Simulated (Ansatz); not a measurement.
A strain series on Ge (lonsdaleite): isotropic on every length

Ge in the lonsdaleite structure, relaxed with r2SCAN in the PAW code Ansatz, then strained (isotropic on every length; changes of length per length, axes as in the cell below) with the atoms relaxed again within the symmetry that is left. It is hexagonal, P6_3/mmc (No. 194); a = 3.998 Å, c = 6.593 Å in the conventional setting, 22.81 Å³ an atom. Around Ge lie 4 Ge at 2.45–2.47 Å. No spin polarisation and no zero-point or thermal motion.

```
CELL_PARAMETERS angstrom
3.99762 0.00000 0.00000
-1.99881 3.46204 0.00000
0.00000 0.00000 6.59282
ATOMIC_POSITIONS crystal
Ge 0.33333 0.66667 0.00037
Ge 0.66667 0.33333 0.50037
Ge 0.33333 0.66667 0.37463
Ge 0.66667 0.33333 0.87463
```

Gaps are the least over each mesh (HSE06 6×6×4 when unstrained) and the special points, which keep their unstrained names.

```
strain (%)  gap, HSE06 (eV)  edges, HSE06
      -4.0            0.724         Γ → M
      -3.0            0.650             Γ
      -2.5            0.604             Γ
      -2.0            0.558             Γ
      -1.0            0.468             Γ
       0.0            0.380             Γ
      +1.0            0.294             Γ
```

Task: Estimate the row for a strain of +2.0 %.

Result:
```
strain (%)  gap, HSE06 (eV)  edges, HSE06
      +2.0            0.090             Γ
```

With HSE06 the edges change from Γ → M (indirect) to Γ (direct) between -4.0 and -3.0 %.

The runs are scalar-relativistic, without spin-orbit coupling.

The meshes of the hybrids are coarse, so their gaps aren't converged to the digits shown.
